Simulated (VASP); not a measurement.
# EuO (ae) (Fm-3m) in VASP: single point with PBE

Aim: the single point of EuO (ae) with PBE.

Program: VASP 6.6.1. These are calculated values, not measurements. Logs are shortened: lines on timing, memory, paths and dates and some standing lists are left out, and cuts for length are marked.

**What was measured.**

A printed reference work, monograph reports, for a bulk crystal of EuO at 300 K: band gap 1.115 eV (optical).

The results are compared with them further down.

## (1) The structure

The structure is cubic, space group Fm-3m (No. 225). Conventional cell: a = 5.064 Å, b = 5.064 Å, c = 5.064 Å, α = 90.00°, β = 90.00°, γ = 90.00°. Eu (site symmetry m-3m) is surrounded by 6 O at 2.53 Å. O (site symmetry m-3m) is surrounded by 6 Eu at 2.53 Å.

## (2) Single point, PBE, collinear spin, typed start

Contents of INCAR:

```
SYSTEM = EuO
PREC = Accurate ; ENCUT = 520
EDIFF = 1E-7 ; ISMEAR = 0
SIGMA = 0.1 ; LREAL = .FALSE.
LASPH = .TRUE. ; NELM = 150
ALGO = Normal ; ISIF = 2
LWAVE = .FALSE. ; LCHARG = .FALSE.
ISPIN = 2 ; MAGMOM = 7.45 0
LORBIT = 11 ; LMAXMIX = 6
GGA = PE ; NBANDS = 22
```

Contents of KPOINTS:

```
Automatic mesh
0
G
  14 14 14
  0 0 0
```

Contents of POSCAR:

```
EuO
1.0
    0.0000000000      2.5320197653      2.5320197653
    2.5320197653      0.0000000000      2.5320197653
    2.5320197653      2.5320197653      0.0000000000
Eu O
1 1
Direct
    0.0000000000      0.0000000000      0.0000000000
    0.5000000000      0.5000000000      0.5000000000
```

Potentials or basis: VASP PAW PBE potentials, release 64 (Eu, O).

Run with:

```
$ cat potpaw_PBE.64/Eu/POTCAR potpaw_PBE.64/O/POTCAR > POTCAR
$ mpirun -np 1 vasp_std > vasp.out
```

OUTCAR:

```text
SYSTEM = EuO
   PREC = Accurate
   ENCUT = 520
   EDIFF = 1E-7
   ISMEAR = 0
   LREAL = .FALSE.
   LASPH = .TRUE.
   NELM = 150
   ISIF = 2
   ISPIN = 2
   LORBIT = 11
   GGA = PE

 ion  position               nearest neighbor table
   1  0.000  0.000  0.000-   2 2.53   2 2.53   2 2.53   2 2.53   2 2.53   2 2.53
   2  0.500  0.500  0.500-   1 2.53   1 2.53   1 2.53   1 2.53   1 2.53   1 2.53

  LATTYP: Found a face centered cubic cell.
 ALAT       =     5.0640395306

  Lattice vectors:

 A1 = (   0.0000000000,   2.5320197653,   2.5320197653)
 A2 = (   2.5320197653,   0.0000000000,   2.5320197653)
 A3 = (   2.5320197653,   2.5320197653,   0.0000000000)

Analysis of symmetry for initial positions (statically):
=====================================================================
 Subroutine PRICEL returns:
 Original cell was already a primitive cell.

 Routine SETGRP: Setting up the symmetry group for a
 face centered cubic supercell.

 Subroutine GETGRP returns: Found 48 space group operations
 (whereof 48 operations were pure point group operations)
 out of a pool of 48 trial point group operations.

The static configuration has the point symmetry O_h .

Analysis of symmetry for dynamics (positions and initial velocities):
=====================================================================
 Subroutine PRICEL returns:
 Original cell was already a primitive cell.

 Routine SETGRP: Setting up the symmetry group for a
 face centered cubic supercell.

 Subroutine GETGRP returns: Found 48 space group operations
 (whereof 48 operations were pure point group operations)
 out of a pool of 48 trial point group operations.

The dynamic configuration has the point symmetry O_h .

Analysis of structural, dynamic, and magnetic symmetry:
=====================================================================
 Subroutine PRICEL returns:
 Original cell was already a primitive cell.

 Routine SETGRP: Setting up the symmetry group for a
 face centered cubic supercell.

 Subroutine GETGRP returns: Found 48 space group operations
 (whereof 48 operations were pure point group operations)
 out of a pool of 48 trial point group operations.

The overall configuration has the point symmetry O_h .

 Subroutine INISYM returns: Found 48 space group operations
 (whereof 48 operations are pure point group operations),
 and found     1 'primitive' translations

----------------------------------------------------------------------------------------

                                     Primitive cell

  volume of cell :      32.4662

  direct lattice vectors                    reciprocal lattice vectors
     0.000000000  2.532019765  2.532019765    -0.197470812  0.197470812  0.197470812
     2.532019765  0.000000000  2.532019765     0.197470812 -0.197470812  0.197470812
     2.532019765  2.532019765  0.000000000     0.197470812  0.197470812 -0.197470812

  length of vectors
     3.580816692  3.580816692  3.580816692     0.342029480  0.342029480  0.342029480

  position of ions in fractional coordinates (direct lattice)
     0.000000000  0.000000000  0.000000000
     0.500000000  0.500000000  0.500000000

  ion indices of the primitive-cell ions
   primitive index   ion index
                 1           1
                 2           2

----------------------------------------------------------------------------------------

 KPOINTS: Automatic mesh

Automatic generation of k-mesh.
 Grid dimensions read from file:
 generate k-points for:   14   14   14

 Generating k-lattice:

  Cartesian coordinates                     Fractional coordinates (reciprocal lattice)
    -0.014105058  0.014105058  0.014105058     0.071428571  0.000000000  0.000000000
     0.014105058 -0.014105058  0.014105058     0.000000000  0.071428571  0.000000000
     0.014105058  0.014105058 -0.014105058     0.000000000  0.000000000  0.071428571

  Length of vectors
     0.024430677  0.024430677  0.024430677

  Shift w.r.t. Gamma in fractional coordinates (k-lattice)
     0.000000000  0.000000000  0.000000000

 Subroutine IBZKPT returns following result:
 ===========================================

 Found    104 irreducible k-points:

 Following reciprocal coordinates:
            Coordinates               Weight
  0.000000  0.000000  0.000000      1.000000
  0.071429  0.000000  0.000000      8.000000
  0.142857  0.000000  0.000000      8.000000
  0.214286  0.000000  0.000000      8.000000
  0.285714  0.000000  0.000000      8.000000
  0.357143  0.000000  0.000000      8.000000
[... 16 lines left out ...]
  0.214286  0.142857  0.000000     24.000000
  0.285714  0.142857  0.000000     24.000000
 [... further k-points ...]
   k-points           NKPTS =    104   k-points in BZ     NKDIM =    104   number of bands    NBANDS=     22
   number of dos      NEDOS =    301   number of ions     NIONS =      2
   total plane-waves  NPLWV =  21952
   dimension x,y,z NGX =    28 NGY =   28 NGZ =   28
   dimension x,y,z NGXF=    56 NGYF=   56 NGZF=   56
   ions per type =               1   1
   NGX,Y,Z   is equivalent  to a cutoff of  13.00, 13.00, 13.00 a.u.
   NGXF,Y,Z  is equivalent  to a cutoff of  26.00, 26.00, 26.00 a.u.
 SYSTEM =  EuO
   PREC   = accura    normal or accurate (medium, high low for compatibility)
   ISTART =      0    job   : 0-new  1-cont  2-samecut
   ICHARG =      2    charge: 1-file 2-atom 10-const
   ISPIN  =      2    spin polarized calculation?
   LNONCOLLINEAR =      F non collinear calculations
   LSORBIT =      F    spin-orbit coupling
   LASPH  =      T    aspherical Exc in radial PAW
   ENCUT  =  520.0 eV  38.22 Ry    6.18 a.u.   6.66  6.66  6.66*2*pi/ulx,y,z
   NELM   =    150;   NELMIN=  2; NELMDL= -5     # of ELM steps
   EDIFF  = 0.1E-06   stopping-criterion for ELM
   LREAL  =      F    real-space projection
   EDIFFG = 0.1E-05   stopping-criterion for IOM
   NSW    =      0    number of steps for IOM
   IBRION =     -1    ionic relax: 0-MD 1-quasi-New 2-CG
   NFREE  =      0    steps in history (QN), initial steepest desc. (CG)
   ISIF   =      2    stress and relaxation
   ISYM   =      2    0-nonsym 1-usesym 2-fastsym
   POTIM  = 0.5000    time-step for ionic-motion
   TEBEG  =    0.0;   TEEND  =   0.0 temperature during run
   PSTRESS=    0.0 pullay stress
   NELECT =      23.0000    total number of electrons
   NUPDOWN=      -1.0000    fix difference up-down
   EMIN   =  10.00;   EMAX   =-10.00  energy-range for DOS
   EFERMI =   0.00;   METHOD = LEGACY
   ISMEAR =     0;   SIGMA  =   0.10  broadening in eV -4-tet -1-fermi 0-gaus
   EFERMI_NEDOS =   21; number of points for ismear=-14 and -15
   IALGO  =     38    algorithm
   IMIX   =      4    mixing-type and parameters
     AMIX     =   0.40;   BMIX     =  1.00
     AMIX_MAG =   1.60;   BMIX_MAG =  1.00
  volume/ion in A,a.u.               =      16.23       109.55
  Fermi-wavevector in a.u.,A,eV,Ry     =   1.459398  2.757862 28.978259  2.129842
  Thomas-Fermi vector in A             =   2.575970
   LORBIT       =     11    0 simple, 1 ext, 2 COOP (PROOUT), +10 PAW based schemes
   GGA     = PE    functional components
   LHFCALC =     F    Hartree Fock is set to
   AEXX    =    0.0000 exact exchange contribution
   IVDW    =     0    specifies the selected vdW correction
   LEPSILON=     F    determine dielectric tensor
   LRPA    =     F    only Hartree local field effects (RPA)
 spin polarized calculation
 Gauss-broadening in eV      SIGMA  =   0.10
  energy-cutoff  :      520.00
  volume of cell :       32.47
 maximum number of plane-waves:       895
   NGX = 13   NGY = 13   NGZ = 13

 number of electron      22.9999995 magnetization       6.9425168

 Free energy of the ion-electron system (eV)
  ---------------------------------------------------
  ext. energy  EPLUGINS =         0.00000000
  ---------------------------------------------------
  free energy    TOTEN  =       -22.04188370 eV

  energy without entropy =      -22.03531640  energy(sigma->0) =      -22.03860005

 E-fermi :   5.0100     XC(G=0): -11.1225

 val. band max:        4.9966568515   @ k =  -0.0714   0.0714   0.0000
 cond. band min:       5.0146159433   @ k =   0.4286   0.3571   0.0000
 fundamental gap:      0.0179590919
 Fermi energy:         5.0099724942

 spin component 1

 k-point     1 :       0.0000    0.0000    0.0000
  band No.  band energies     occupation
      1     -36.5120      1.00000
      2     -14.8515      1.00000
      3     -14.8515      1.00000
      4     -14.8515      1.00000
      5     -13.9104      1.00000
      6       0.9949      1.00000
[... 14 lines left out ...]
     21       8.9491      0.00000
     22      14.2292      0.00000
[... 552 lines left out ...]
  band No.  band energies     occupation
      1     -36.4450      1.00000
      2     -16.0524      1.00000
      3     -14.9932      1.00000
      4     -14.9739      1.00000
      5     -12.8721      1.00000
      6      -0.4134      1.00000
[... 14 lines left out ...]
     21      11.3650      0.00000
     22      17.7337      0.00000

 [... further k-points ...]

 spin component 2

 k-point     1 :       0.0000    0.0000    0.0000
  band No.  band energies     occupation
      1     -33.4790      1.00000
      2     -13.9805      1.00000
      3     -12.5601      1.00000
      4     -12.5601      1.00000
      5     -12.5601      1.00000
      6       1.0840      1.00000
[... 14 lines left out ...]
     21      10.0742      0.00000
     22      16.1887      0.00000
[... 552 lines left out ...]
  band No.  band energies     occupation
      1     -33.3931      1.00000
      2     -14.9480      1.00000
      3     -12.7300      1.00000
      4     -12.7055      1.00000
      5     -11.8395      1.00000
      6      -0.2310      1.00000
[... 14 lines left out ...]
     21      12.4303      0.00000
     22      19.4033      0.00000

 [... further k-points ...]

------------------------ aborting loop because EDIFF is reached ----------------------------------------

  FORCE on cell =-STRESS in cart. coord.  units (eV):
  Direction    XX          YY          ZZ          XY          YZ          ZX
  --------------------------------------------------------------------------------------
  -------------------------------------------------------------------------------------
  Total       -0.0939262     -0.0939262     -0.0939262     -0.0000000     -0.0000000      0.0000000
  in kB       -4.6351763     -4.6351763     -4.6351763     -0.0000000     -0.0000000      0.0000000
  external PRESSURE =      -4.6351763 kB  Pullay stress =       0.0000000 kB

 VOLUME and BASIS-vectors are now :
 -----------------------------------------------------------------------------
  energy-cutoff  :      520.00
  volume of cell :       32.47
      direct lattice vectors                 reciprocal lattice vectors
     0.000000000  2.532019765  2.532019765    -0.197470812  0.197470812  0.197470812
     2.532019765  0.000000000  2.532019765     0.197470812 -0.197470812  0.197470812
     2.532019765  2.532019765  0.000000000     0.197470812  0.197470812 -0.197470812

 POSITION                                       TOTAL-FORCE (eV/Angst)
 -----------------------------------------------------------------------------------
      0.00000      0.00000      0.00000        -0.000000     -0.000000     -0.000000
      2.53202      2.53202      2.53202         0.000000      0.000000      0.000000
 -----------------------------------------------------------------------------------
    total drift:                                0.000000      0.000000      0.000000

  FREE ENERGIE OF THE ION-ELECTRON SYSTEM (eV)
  ---------------------------------------------------
  free  energy   TOTEN  =       -22.0418836970 eV

  energy  without entropy=      -22.0353163959  energy(sigma->0) =      -22.03860005

 total charge

# of ion       s       p       d       f       tot
--------------------------------------------------
    1        2.032   5.768   0.427   6.599  14.827
    2        1.556   3.408   0.000   0.000   4.964
--------------------------------------------------
tot          3.588   9.177   0.427   6.599  19.792

 magnetization (x)

# of ion       s       p       d       f       tot
--------------------------------------------------
    1       -0.012  -0.105   0.148   6.541   6.571
    2       -0.004  -0.092   0.000   0.000  -0.096
--------------------------------------------------
tot         -0.016  -0.197   0.148   6.541   6.475
```

Run time: 2.8 min. Hardware: 1 thread of Intel Xeon Platinum 8375C at 2.90GHz (Ice Lake), shared host; peak memory 0.28 GiB.

Results:

| Item | Value |
| --- | --- |
| Free energy | -22.0419 eV |
| Pressure | -0.5 GPa |
| Band gap on the k mesh | none (metal or under the smearing width) |
| Net moment | 6.94 μB per cell |
| Site moments | Eu +6.57; O -0.10 μB |
| Valence electrons inside the program's atomic spheres | Eu 14.83; O 4.96 |

Levels at points of the mesh, in eV from the Fermi level:
Spin up:
```tsv
k point	band 11	band 12	band 13	band 14	band 15	band 16	band 17	band 18	band 19	band 20
(0.00, 0.00, 0.00)	-0.27	-0.27	-0.21	0.07	0.07	0.07	1.60	1.60	1.60	3.94
(0.50, 0.00, 0.00)	-0.53	-0.31	-0.31	-0.29	-0.26	2.31	4.49	4.49	5.01	7.95
(0.50, 0.50, 0.00)	-0.43	-0.40	-0.40	-0.32	-0.05	-0.05	3.63	5.90	6.84	6.84
```
Spin down:
```
           k point  band 6  band 7  band 8  band 9  band 10  band 11
(0.00, 0.00, 0.00)   -3.93   -3.93   -3.93    0.89     2.71     2.71
(0.50, 0.00, 0.00)   -5.99   -5.07   -5.07    3.13     3.65     4.09
(0.50, 0.50, 0.00)   -3.86   -3.83   -3.83   -0.38     4.13     4.21
```

Caveat: spin-orbit coupling is left out, which moves the levels of the heavy elements; a cell with one magnetic atom can't hold antiferromagnetic order, which such compounds often take; without U or exact exchange the open f shell lies at the Fermi level, which spoils levels, moments and volumes. The state reached can hang on the start; a lower one may exist.

## (3) How close it comes

Step 2. Against the measured gap of EuO, 1.115 eV (optical; 300 K; a printed reference work, monograph), the calculated 0.00 eV is off by -1.11 eV. So large a miss can be the level of theory's own, or it may mean another phase, state or a wrong row. Spin-orbit coupling on Eu is left out. The value is that of PBE on a finite k mesh, which can miss the band edges, without temperature or zero-point motion. Semilocal functionals fall short of measured gaps as a rule. The run's magnetic order (collinear spin, typed start) needn't be the measured crystal's.
